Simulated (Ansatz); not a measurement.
Runs of Ansatz 0.2.0 on Ge. Symmetry: P4_32_12, No. 96, tetragonal system. The conventional cell has a = 5.930 Å, b = 5.930 Å, c = 6.980 Å, α = 90.00°, β = 90.00°, γ = 90.00°. Ge (site symmetry 1) has 4 Ge at 2.44 to 2.55 Å as nearest neighbours. Ge (site symmetry 2) has 4 Ge at 2.44 to 2.55 Å as nearest neighbours. This isn't the form of Ge at room conditions, which is diamond.

```csv
level,cutoff (eV),gap on the mesh (eV),pressure (GPa),relaxed volume (Å³/atom)
PBE,420,0.60,0.0,21.53
BLYP,420,0.35,0.0,(a)
RPBE,420,(c),0.0,22.23
PBEsol,420,0.61,0.0,20.38
revPBE,420,0.56,0.0,22.01
r2SCAN,500,0.98,0.0,20.90
LDA,420,(b),0.0,19.87
```

Alike in all rows: task relaxation of cell and atoms; potentials or basis Ansatz PAW; no spin polarisation; cell relaxed; k mesh 5 × 5 × 4; smearing fermi-dirac 0.05 eV.

Question: Fill in the values left out.

Answer: (a) 23.65; (b) 0.66; (c) 0.55.

Caveats: odd divisions of the mesh miss points on the zone boundary, where band edges often lie, so the gap on the mesh can be too wide; the plane-wave basis is chosen anew once the cell has moved, so the energies of steps on either side of that aren't comparable; the PAW data sets come from PBE, with cores solved anew for the run's functional, which leaves a small shift of forces and pressure (some runs); the volume moved by over 15 % at a fixed basis, so the end points are rough (some runs).

A k mesh can miss the band edges, and the runs leave out spin-orbit coupling on Ge.
